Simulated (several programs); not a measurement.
## Many methods on one cell: PtSe₂ (P-3m1)

A 3-atom cell of PtSe₂ started from a crystallographic database, relaxed with r2SCAN+rVV10 in Ansatz, was computed with several methods. Space group P-3m1 (No. 164), trigonal; a = 3.729 Å, c = 5.277 Å in the conventional setting, 21.18 Å³ an atom. Around Pt lie 6 Se at 2.51 Å; around Se lie 3 Pt at 2.51 Å. Spin-unpolarised throughout; all numbers are computed.

```cif
data_structure
_symmetry_space_group_name_H-M 'P 1'
_symmetry_Int_Tables_number 1
_cell_length_a 3.7287
_cell_length_b 3.7287
_cell_length_c 5.2770
_cell_angle_alpha 90.000
_cell_angle_beta 90.000
_cell_angle_gamma 120.000
_cell_volume 63.54
loop_
_atom_site_label
_atom_site_type_symbol
_atom_site_fract_x
_atom_site_fract_y
_atom_site_fract_z
_atom_site_occupancy
Pt1 Pt 0.00000 0.00000 0.00000 1
Se1 Se 0.33333 0.66667 0.24622 1
Se2 Se 0.66667 0.33333 0.75378 1
```

Gaps and times are for a single point on this cell; volume and bulk modulus come from each method's own relaxation or energy curve at fixed shape, which is too stiff where a cell has free coordinates or axes. Times are rough, from shared hosts (Arm Neoverse N1), and each method has its own mesh and cell size. A double dagger marks a value from a curve with shape and coordinates held. PM6 (MOPAC), PM7 (MOPAC), GFN1-xTB (tblite), GFN2-xTB (tblite) treat a cluster of cells at its zone centre, which samples few k points: where these miss a band edge, the gap comes out too large for that reason alone. Gaps from k meshes are read at a limited set of points (mesh, symmetry points, PBE's band edges), so each method's own least gap may be somewhat smaller. xTB and the PM methods were fitted mostly to molecules, and can miss a solid's gap by electronvolts. Minimal bases can be far off for gaps. Times of the plane-wave ladder aren't listed, since it ran on unlike processors and cards. Curves at held shape can't give the bulk modulus of a layered or molecular crystal, so none is listed. d marks a direct gap, i an indirect one (no mark: not told apart), a dash a value that wasn't computed or didn't pass its checks.

```json
{"method": "PBE-D3(BJ)", "kind": "semilocal", "gap (eV)": "–", "own volume (Å³/atom)": "19.81", "bulk modulus (GPa)": "–", "atoms computed": "3", "processor time": "–"}
{"method": "r2SCAN+rVV10", "kind": "semilocal", "gap (eV)": "–", "own volume (Å³/atom)": "21.18", "bulk modulus (GPa)": "–", "atoms computed": "3", "processor time": "–"}
{"method": "PBE-D4", "kind": "semilocal", "gap (eV)": "–", "own volume (Å³/atom)": "19.83", "bulk modulus (GPa)": "–", "atoms computed": "3", "processor time": "–"}
{"method": "light PBE (260 eV and a coarse mesh)", "kind": "light plane-wave", "gap (eV)": "overlap 0.15", "own volume (Å³/atom)": "–", "bulk modulus (GPa)": "–", "atoms computed": "3", "processor time": "2.2 s"}
{"method": "GFN1-xTB (tblite)", "kind": "tight binding", "gap (eV)": "0", "own volume (Å³/atom)": "21.24‡", "bulk modulus (GPa)": "–", "atoms computed": "cluster", "processor time": "4.7 s"}
{"method": "LDA", "kind": "semilocal", "gap (eV)": "overlap 0.22", "own volume (Å³/atom)": "–", "bulk modulus (GPa)": "–", "atoms computed": "3", "processor time": "–"}
{"method": "GFN2-xTB (tblite)", "kind": "tight binding", "gap (eV)": "0", "own volume (Å³/atom)": "22.36‡", "bulk modulus (GPa)": "–", "atoms computed": "cluster", "processor time": "8.1 s"}
{"method": "PBE/SZV (CP2K)", "kind": "small basis", "gap (eV)": "overlap 0.14", "own volume (Å³/atom)": "–", "bulk modulus (GPa)": "–", "atoms computed": "3", "processor time": "9.1 s"}
{"method": "PBE", "kind": "semilocal", "gap (eV)": "overlap 0.16", "own volume (Å³/atom)": "–", "bulk modulus (GPa)": "–", "atoms computed": "3", "processor time": "–"}
{"method": "PBE/DZVP (CP2K)", "kind": "small basis", "gap (eV)": "overlap 0.19", "own volume (Å³/atom)": "22.03‡", "bulk modulus (GPa)": "–", "atoms computed": "3", "processor time": "21 s"}
{"method": "PM7 (MOPAC)", "kind": "semi-empirical", "gap (eV)": "2.87", "own volume (Å³/atom)": "–", "bulk modulus (GPa)": "–", "atoms computed": "cluster", "processor time": "33 s"}
{"method": "r2SCAN", "kind": "semilocal", "gap (eV)": "overlap 0.04", "own volume (Å³/atom)": "–", "bulk modulus (GPa)": "–", "atoms computed": "3", "processor time": "–"}
{"method": "PBE+SOC", "kind": "semilocal", "gap (eV)": "overlap 0.21", "own volume (Å³/atom)": "–", "bulk modulus (GPa)": "–", "atoms computed": "3", "processor time": "–"}
{"method": "PBE/single zeta (GPAW)", "kind": "small basis", "gap (eV)": "overlap 0.08", "own volume (Å³/atom)": "–", "bulk modulus (GPa)": "–", "atoms computed": "3", "processor time": "58 s"}
{"method": "PBE0", "kind": "hybrid", "gap (eV)": "0.79 i", "own volume (Å³/atom)": "–", "bulk modulus (GPa)": "–", "atoms computed": "3", "processor time": "–"}
{"method": "HSE06", "kind": "hybrid", "gap (eV)": "0.10 i", "own volume (Å³/atom)": "–", "bulk modulus (GPa)": "–", "atoms computed": "3", "processor time": "–"}
{"method": "PM6 (MOPAC)", "kind": "semi-empirical", "gap (eV)": "2.81", "own volume (Å³/atom)": "–", "bulk modulus (GPa)": "–", "atoms computed": "cluster", "processor time": "2.7 min"}
```

With PBE and r2SCAN the bands overlap or touch, or nearly. Semilocal functionals can close a real gap, so this doesn't show a metal; small gaps of other methods may in turn close between the points read or with spin-orbit coupling, and the solid may be a semimetal.

Only the rows marked +SOC include spin-orbit coupling.
